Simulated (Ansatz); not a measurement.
# Cs: the cost of one run

Method: DFT PBEsol, scalar-relativistic, plane waves, PAW, in Ansatz 0.2.0.

## (1) Starting point

Symmetry: Fm-3m, No. 225, cubic system. The conventional cell has a = 7.897 Å, b = 7.897 Å, c = 7.897 Å, α = 90.00°, β = 90.00°, γ = 90.00°.

As a file:

```cif
data_structure
_symmetry_space_group_name_H-M 'P 1'
_symmetry_Int_Tables_number 1
_cell_length_a 5.5838
_cell_length_b 5.5838
_cell_length_c 5.5838
_cell_angle_alpha 60.000
_cell_angle_beta 60.000
_cell_angle_gamma 60.000
_cell_volume 123.10
loop_
_atom_site_label
_atom_site_type_symbol
_atom_site_fract_x
_atom_site_fract_y
_atom_site_fract_z
_atom_site_occupancy
Cs1 Cs 0.00000 0.00000 0.00000 1
```

The structure comes from the Materials Project (structure only).

## (2) A random distortion, cell strained

What differs from the listed cell: strain xx, yy, zz, yz, xz, xy = +3.1, +2.4, +2.7, -0.2, -0.1, +0.5 %.

File input.yaml:

```yaml
crystal:
  lattice:
    - [0.0158723097, 4.0339356588, 4.0485050177]
    - [4.06864153, 0.0118844906, 4.0524928368]
    - [4.0922525777, 4.0615345257, -0.0117265571]
  atoms:
    - { symbol: Cs, position: [0.0, 0.0, 0.0] }
basis:
  ecutwfc: 420
kpoints:
  mp_grid: { grid: [8, 8, 8] }
hamiltonian:
  xc: pbesol
scf:
  occupations: { method: gaussian, width: 0.1 }
output:
  forces: true
  stress: true
  eigenvalues: true
```

Launch:

```bash
$ ansatz run input.yaml --threads 1 --pin off --max-ram 1331MiB --backend cpu --events-out ev --progress --plain --runs-dir out
```

Q: Estimate wall time and peak memory on 1 thread of an x86-64 CPU, shared host.

About 33 s, with a peak of 0.63 GiB.
